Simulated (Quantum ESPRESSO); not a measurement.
Crystal: GaP.

```
CELL_PARAMETERS angstrom
0.00000 2.72525 2.72525
2.72525 0.00000 2.72525
2.72525 2.72525 0.00000
ATOMIC_POSITIONS crystal
Ga 0.00000 0.00000 0.00000
P 0.75000 0.75000 0.75000
```

```yaml
Program: Quantum ESPRESSO 7.5
Task: phonons
Functional: PBEsol
Potentials_or_basis: GBRV 1.5 PBEsol
Cutoff: 612 eV
Density_cutoff: 4898 eV
k_mesh: 6 × 6 × 6, shifted
Occupations: fermi-dirac, width 0.05 eV
Spin: no spin polarisation
Mixing_beta: 0.5
Most_SCF_iterations: 120
SCF_threshold: 4e-10 Ry
```

The cell and the atoms were relaxed first, to 20.01 Å³/atom (a = 3.839 Å, b = 3.839 Å, c = 3.839 Å, α = 60.00°, β = 60.00°, γ = 60.00°), and the response was taken there.

The first run showed a gap, so the response started from a second, tighter run with fixed occupations.

Question: Which optical modes does the crystal have at the zone centre, and which show in infrared and Raman spectra?

Answer: The optical modes are T2. Infrared active: T2. Raman active: T2.

Optical modes at Γ, degenerate ones joined, polar ones without the macroscopic field:
| cm⁻¹ | components | symmetry | active in | IR intensity, summed ((D/Å)²/amu) |
| --- | --- | --- | --- | --- |
| 358 | 3 | T2 | IR and Raman | 14.51 |

Zone-centre frequencies without and with the macroscopic field along z (cm⁻¹):
```
                optical modes in rising order
       without                    358 358 358
with the field                    358 358 391
```

Born effective charge tensors (e):
atom 1, Ga
```
2.12 0.00 0.00
0.00 2.12 0.00
0.00 0.00 2.12
```
atom 2, P
```
-2.12  0.00  0.00
 0.00 -2.12  0.00
 0.00  0.00 -2.12
```
